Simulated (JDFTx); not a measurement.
# GaAs (F-43m) in JDFTx: a series of runs

The runs below take GaAs through single point, with LDA, PBEsol.

Program: JDFTx 1.7.0 (patched build). These are calculated values, not measurements. Logs are shortened: lines on timing, memory, paths and dates and some standing lists are left out, and cuts for length are marked. The log counts tension as positive stress, the text compression.

**Experimental background.**

From “Evidence of valence band perturbations in GaAsN/GaAs(001): A combined variable-angle spectroscopic ellipsometry and modulated photoreflectance investigation”, 2008, arxiv:0805.2212, for a bulk crystal of GaAs at 300 K: band gap 1.418 ± 0.005 eV (direct); band gap 1.412 ± 0.01 eV (direct).

The results are compared with them further down.

### 1 The crystal as given

Symmetry: F-43m, No. 216, cubic system. Conventional cell: a = 5.654 Å, b = 5.654 Å, c = 5.654 Å, α = 90.00°, β = 90.00°, γ = 90.00°. Around As (site symmetry -43m) lie 4 Ga at 2.45 Å. Ga (site symmetry -43m) is surrounded by 4 As at 2.45 Å.

### 2 Single point, LDA (the cell as VASP's run set it)

Input file GaAs.in:

```
lattice \
    7.5546896723     3.7773448361     3.7773448361 \
    0.0000000000     6.5425531738     2.1808510579 \
    0.0000000000     0.0000000000     6.1683782874
coords-type Lattice
ion As     0.7500000000     0.7500000000     0.7500000000 1
ion Ga     0.0000000000     0.0000000000     0.0000000000 1

ion-species pseudo/As.upf
ion-species pseudo/Ga.upf
elec-cutoff 40 320
elec-ex-corr lda-PW
kpoint-folding 8 8 8
elec-smearing Gauss 0.00091873305
elec-n-bands 21
electronic-SCF nIterations 100 energyDiffThreshold 1e-09
electronic-minimize nIterations 30 energyDiffThreshold 1e-7
converge-empty-states yes
forces-output-coords Cartesian

dump-name run.$VAR
dump End Ecomponents EigStats BandEigs Kpoints Forces Stress
```

Potentials or basis: PseudoDojo-SR-LDA-0.4.1-standard with smoothed tails.

Launch:

```sh
> jdftx -c 1 -i GaAs.in -o GaAs.out
```

Standard output:

```text
*************** JDFTx 1.7.0 (patched build) ***************

Input parsed successfully to the following command list (including defaults):
[... the input with its defaults ...]

---------- Setting up symmetries ----------

Found 48 point-group symmetries of the bravais lattice
Found 24 space-group symmetries with basis
Applied RMS atom displacement 0 bohrs to make symmetries exact.

---------- Initializing the Grid ----------
R =
[      7.55469      3.77734      3.77734  ]
[            0      6.54255      2.18085  ]
[            0            0      6.16838  ]
unit cell volume = 304.884
G =
[   0.831693  -0.480178  -0.339537  ]
[          0   0.960357  -0.339537  ]
[          0          0    1.01861  ]
Minimum fftbox size, Smin = [  64  64  64  ]
Chosen fftbox size, S = [  64  64  64  ]

---------- Initializing tighter grid for wavefunction operations ----------
R =
[      7.55469      3.77734      3.77734  ]
[            0      6.54255      2.18085  ]
[            0            0      6.16838  ]
unit cell volume = 304.884
G =
[   0.831693  -0.480178  -0.339537  ]
[          0   0.960357  -0.339537  ]
[          0          0    1.01861  ]
Minimum fftbox size, Smin = [  44  44  44  ]
Chosen fftbox size, S = [  48  48  48  ]

---------- Exchange Correlation functional ----------
Initalized Slater LDA exchange.
Initalized Perdew-Wang LDA correlation.

---------- Setting up pseudopotentials ----------
Width of ionic core gaussian charges (only for fluid interactions / plotting) set to 0

Reading pseudopotential file 'pseudo/As.upf':
  'As' pseudopotential, 'SLA  PW   NOGX NOGC' functional
  Generated using ONCVPSP code by D. R. Hamann
  15 valence electrons, 3 orbitals, 6 projectors, 1001 radial grid points, with lMax = 2
    3D    l: 2   occupation: 10.0   eigenvalue: -1.502949
    4S    l: 0   occupation:  2.0   eigenvalue: -0.540203
    4P    l: 1   occupation:  3.0   eigenvalue: -0.196304
  Core radius for overlap checks: 1.74 bohrs.

Reading pseudopotential file 'pseudo/Ga.upf':
  'Ga' pseudopotential, 'SLA  PW   NOGX NOGC' functional
  Generated using ONCVPSP code by D. R. Hamann
  13 valence electrons, 3 orbitals, 6 projectors, 1001 radial grid points, with lMax = 2
    3D    l: 2   occupation: 10.0   eigenvalue: -0.713198
    4S    l: 0   occupation:  2.0   eigenvalue: -0.337001
    4P    l: 1   occupation:  1.0   eigenvalue: -0.100440
  Core radius for overlap checks: 1.84 bohrs.

Initialized 2 species with 2 total atoms.

Folded 1 k-points by 8x8x8 to 512 k-points.

---------- Setting up k-points, bands, fillings ----------
Adding inversion symmetry to k-mesh for non-inversion-symmetric unit cell.
Reduced to 29 k-points under symmetry.
Computing the number of bands and number of electrons
Calculating initial fillings.
nElectrons:  28.000000   nBands: 21   nStates: 29

----- Setting up reduced wavefunction bases (one per k-point) -----
average nbasis = 3682.119 , ideal nbasis = 3683.994

---------- Setting up ewald sum ----------
Optimum gaussian width for ewald sums = 2.426231 bohr.
Real space sum over 1331 unit cells with max indices [  5  5  5  ]
Reciprocal space sum over 2197 terms with max indices [  6  6  6  ]

---------- Allocating electronic variables ----------
Initializing wave functions:  linear combination of atomic orbitals
Note: number of bands (21) exceeds available atomic orbitals (18)
As pseudo-atom occupations:   s ( 2 )  p ( 3 )  d ( 10 )
Ga pseudo-atom occupations:   s ( 2 )  p ( 1 )  d ( 10 )
	FillingsUpdate:  mu: +0.325371503  nElectrons: 28.000000
LCAOMinimize: Iter:   0  F: -163.4971195361661955  |grad|_K:  1.186e-03  alpha:  1.000e+00
	FillingsUpdate:  mu: +0.319271679  nElectrons: 28.000000
LCAOMinimize: Iter:   1  F: -163.5015983067465868  |grad|_K:  3.569e-05  alpha:  4.888e-01  linmin: -9.842e-02  cgtest:  3.127e-01
LCAOMinimize: Encountered beta<0, resetting CG.
	FillingsUpdate:  mu: +0.319373585  nElectrons: 28.000000
LCAOMinimize: Iter:   2  F: -163.5016051854816226  |grad|_K:  6.971e-06  alpha:  8.426e-01  linmin: -2.225e-03  cgtest:  3.083e-02
	FillingsUpdate:  mu: +0.319414950  nElectrons: 28.000000
LCAOMinimize: Iter:   3  F: -163.5016053530174247  |grad|_K:  9.095e-07  alpha:  5.367e-01  linmin:  4.792e-06  cgtest: -3.963e-02
	FillingsUpdate:  mu: +0.319410605  nElectrons: 28.000000
LCAOMinimize: Iter:   4  F: -163.5016053578426920  |grad|_K:  2.816e-08  alpha:  9.121e-01  linmin: -1.402e-04  cgtest:  8.670e-03
LCAOMinimize: Converged (|Delta F|<1.000000e-06 for 2 iters).

-------- Electronic minimization -----------
Will mix electronic density at each iteration.
	FillingsUpdate:  mu: +0.319410605  nElectrons: 28.000000
	FillingsUpdate:  mu: +0.309540019  nElectrons: 28.000000
SCF: Cycle:  0   F: -163.540078742679810   dF: -3.847e-02   |Residual|: 4.676e-02   |deigs|: 1.510e-01
	FillingsUpdate:  mu: +0.312214397  nElectrons: 28.000000
SCF: Cycle:  1   F: -163.541077977771522   dF: -9.992e-04   |Residual|: 2.545e-02   |deigs|: 5.311e-03
	FillingsUpdate:  mu: +0.316347614  nElectrons: 28.000000
SCF: Cycle:  2   F: -163.541308538093602   dF: -2.306e-04   |Residual|: 3.853e-03   |deigs|: 4.009e-03
	FillingsUpdate:  mu: +0.316747623  nElectrons: 28.000000
SCF: Cycle:  3   F: -163.541314241499265   dF: -5.703e-06   |Residual|: 1.478e-03   |deigs|: 9.253e-04
	FillingsUpdate:  mu: +0.317151514  nElectrons: 28.000000
SCF: Cycle:  4   F: -163.541315613609811   dF: -1.372e-06   |Residual|: 4.972e-04   |deigs|: 4.920e-04
	FillingsUpdate:  mu: +0.317109904  nElectrons: 28.000000
SCF: Cycle:  5   F: -163.541315797755090   dF: -1.841e-07   |Residual|: 1.737e-04   |deigs|: 1.064e-04
	FillingsUpdate:  mu: +0.317135902  nElectrons: 28.000000
SCF: Cycle:  6   F: -163.541315853808186   dF: -5.605e-08   |Residual|: 2.529e-05   |deigs|: 3.606e-05
	FillingsUpdate:  mu: +0.317134549  nElectrons: 28.000000
SCF: Cycle:  7   F: -163.541315870050738   dF: -1.624e-08   |Residual|: 1.647e-05   |deigs|: 1.596e-04
	FillingsUpdate:  mu: +0.317138558  nElectrons: 28.000000
SCF: Cycle:  8   F: -163.541315876644887   dF: -6.594e-09   |Residual|: 6.610e-06   |deigs|: 8.044e-05
	FillingsUpdate:  mu: +0.317137553  nElectrons: 28.000000
SCF: Cycle:  9   F: -163.541315878808604   dF: -2.164e-09   |Residual|: 3.091e-06   |deigs|: 3.506e-05
	FillingsUpdate:  mu: +0.317137310  nElectrons: 28.000000
SCF: Cycle: 10   F: -163.541315879838066   dF: -1.029e-09   |Residual|: 1.921e-06   |deigs|: 5.529e-05
	FillingsUpdate:  mu: +0.317137137  nElectrons: 28.000000
SCF: Cycle: 11   F: -163.541315880106765   dF: -2.687e-10   |Residual|: 3.861e-07   |deigs|: 1.970e-05
	FillingsUpdate:  mu: +0.317137121  nElectrons: 28.000000
SCF: Cycle: 12   F: -163.541315880230627   dF: -1.239e-10   |Residual|: 3.141e-07   |deigs|: 1.424e-05
SCF: Converged (|Delta E|<1.000000e-09 for 2 iters).

Setting wave functions to eigenvectors of Hamiltonian
Converging empty states (this may take a while): |deigs|: 6.634e-05

# Stress tensor in Cartesian coordinates [Eh/a0^3]:
[   7.1961e-05            0            0  ]
[            0   7.1961e-05            0  ]
[            0            0   7.1961e-05  ]

# Ionic positions in lattice coordinates:
ion As   0.750000000000000   0.750000000000000   0.750000000000000 1
ion Ga   0.000000000000000   0.000000000000000   0.000000000000000 1

# Forces in Cartesian coordinates:
force As  -0.000000000000000   0.000000000000000  -0.000000000000000 1
force Ga  -0.000000000000000  -0.000000000000000  -0.000000000000000 1

# Energy components:
   Eewald =      -99.1764168590863591
       EH =       57.3429480957045996
     Eloc =     -146.2787154789892270
      Enl =      -88.8779224774932430
      Exc =      -43.9581412058978955
 Exc_core =       18.8206351295823495
       KE =      138.5862969187753038
-------------------------------------
     Etot =     -163.5413158774044859
       TS =        0.0000000028261319
-------------------------------------
        F =     -163.5413158802306270

IonicMinimize: Iter:   0  F: -163.541315880230627  |grad|_K:  5.040e-36
IonicMinimize: Converged (|grad|_K<1.000000e-04).

#--- Lowdin population analysis ---
# oxidation-state As +0.009
# oxidation-state Ga +0.028

Dumping 'run.eigStats' ...
	eMin: -0.986348 at state 20 ( [ +0.000000 +0.500000 +0.500000 ] spin 0 )
	HOMO: +0.311832 at state 0 ( [ +0.000000 +0.000000 +0.000000 ] spin 0 )
	mu  : +0.317137
	LUMO: +0.322101 at state 0 ( [ +0.000000 +0.000000 +0.000000 ] spin 0 )
	eMax: +0.829441 at state 19 ( [ +0.000000 +0.375000 -0.375000 ] spin 0 )
	HOMO-LUMO gap: +0.010269
	Optical gap  : +0.010269 at state 0 ( [ +0.000000 +0.000000 +0.000000 ] spin 0 )
Done!
```

It took 45 s on 1 thread of AMD EPYC 9R45 (Zen 5), shared host; peak memory 0.16 GiB.

Results:

```yaml
Free_energy: -4450.1859 eV
Pressure: -2.1 GPa
Band_gap_on_the_k_mesh: 0.28 eV, direct
```

Levels at points of the mesh, in eV from the valence-band top:
| k point | band 11 | band 12 | band 13 | band 14 | band 15 | band 16 | band 17 |
| --- | --- | --- | --- | --- | --- | --- | --- |
| (0.00, 0.00, 0.00) | -12.79 | 0.00 | 0.00 | 0.00 | 0.28 | 3.69 | 3.69 |
| (0.00, 0.00, 0.50) | -11.03 | -6.69 | -1.14 | -1.14 | 0.85 | 4.60 | 4.60 |
| (0.00, 0.50, 0.50) | -10.30 | -6.88 | -2.68 | -2.68 | 1.36 | 1.56 | 10.04 |

### 3 Single point, LDA

GaAs.in: that of step 2 with these lines changed.

```diff
@@ -1,7 +1,7 @@
 lattice \
-    7.5546896723     3.7773448361     3.7773448361 \
-    0.0000000000     6.5425531738     2.1808510579 \
-    0.0000000000     0.0000000000     6.1683782874
-coords-type Lattice
-ion As     0.7500000000     0.7500000000     0.7500000000 1
+    0.0000000000     5.3419722954     5.3419722954 \
+    5.3419722954     0.0000000000     5.3419722954 \
+    5.3419722954     5.3419722954     0.0000000000
+coords-type Cartesian
+ion As     8.0129584431     8.0129584431     8.0129584431 1
 ion Ga     0.0000000000     0.0000000000     0.0000000000 1
```

Potentials or basis: PseudoDojo-SR-LDA-0.4.1-standard with smoothed tails.

Launch:

```sh
> jdftx -c 1 -i GaAs.in -o GaAs.out
```

It took 2.4 min on 1 thread of Arm Neoverse V1, shared host; peak memory 0.15 GiB.

Results (log left out):

- Free energy: -4450.1859 eV
- Pressure: -2.1 GPa
- Band gap on the k mesh: 0.28 eV, direct

Levels at points of the mesh, in eV from the valence-band top:
| k point | band 10 | band 11 | band 12 | band 13 | band 14 | band 15 | band 16 | band 17 |
| --- | --- | --- | --- | --- | --- | --- | --- | --- |
| (0.00, 0.00, 0.00) | -14.83 | -12.79 | 0.00 | 0.00 | 0.00 | 0.28 | 3.69 | 3.69 |
| (0.00, 0.00, 0.50) | -14.82 | -11.03 | -6.69 | -1.14 | -1.14 | 0.85 | 4.60 | 4.60 |
| (0.00, 0.50, 0.50) | -14.82 | -10.30 | -6.88 | -2.68 | -2.68 | 1.36 | 1.56 | 10.04 |

[end of part 1 of 2]
